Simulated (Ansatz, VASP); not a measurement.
**One calculation of SiC (Moissanite 3C), two programs**

INCAR

```
SYSTEM = SiC
  PREC = Accurate
  ENCUT = 520
  EDIFF = 1E-6
  ISMEAR = -1
  SIGMA = 0.02
  LREAL = .FALSE.
  LASPH = .TRUE.
  NELM = 60
  ALGO = Normal
  ISIF = 2
  LWAVE = .FALSE.
  LCHARG = .FALSE.
  GGA = PE
  IBRION = 2
  NSW = 80
  EDIFFG = -0.02
```

KPOINTS

```
regular mesh
0
G
  11 11 11
  0 0 0
```

POSCAR

```
SiC
1.0
    0.0000000000      2.1790000000      2.1790000000
    2.1790000000      0.0000000000      2.1790000000
    2.1790000000      2.1790000000      0.0000000000
Si C
1 1
Direct
    0.0000000000      0.0000000000      0.0000000000
    0.2500000000      0.2500000000      0.2500000000
```

Input for Ansatz:

```yaml
crystal:
  lattice:
    - [0.0, 2.179, 2.179]
    - [2.179, 0.0, 2.179]
    - [2.179, 2.179, 0.0]
  atoms:
    - { symbol: Si, position: [0.0, 0.0, 0.0] }
    - { symbol: C, position: [0.25, 0.25, 0.25] }
kpoints:
  mp_grid: { grid: [11, 11, 11] }
scf:
  occupations: { method: fermi_dirac, width: 0.02 }
hamiltonian:
  xc: pbe
  pseudopotentials: { kind: paw }
output:
  forces: true
  stress: true
  populations: true
  efg: { contact_densities: true }
relax:
  f_tol: 0.02
  max_steps: 60
```

Alike in both runs: task relaxation of the atoms; functional PBE; k mesh 11 × 11 × 11; occupations fermi-dirac, width 0.02 eV; no spin polarisation.

|  | VASP | Ansatz |
| --- | --- | --- |
| version | VASP 6.6.1 | Ansatz 0.2.0 |
| potentials or method | VASP PAW PBE potentials, release 64 (Si, C) | plane-wave PAW, scalar-relativistic |
| plane-wave cutoff (eV) | 520 | 420 |
| valence electrons in the cell | 8 | 8 |

VASP gave:

| Property | Result |
| --- | --- |
| gap on the k mesh at the Fermi level, each at its own relaxed structure (eV) | 1.45 |

Task: What did Ansatz give for the same quantities?

Result: gap on the k mesh at the Fermi level, each at its own relaxed structure (eV): 1.46.

Ansatz warned: «stress_scf_threshold_loose».

Caveats: the relaxation stopped at its first step, so nothing moved; an odd mesh through Γ misses points on the zone boundary, where band edges often lie.
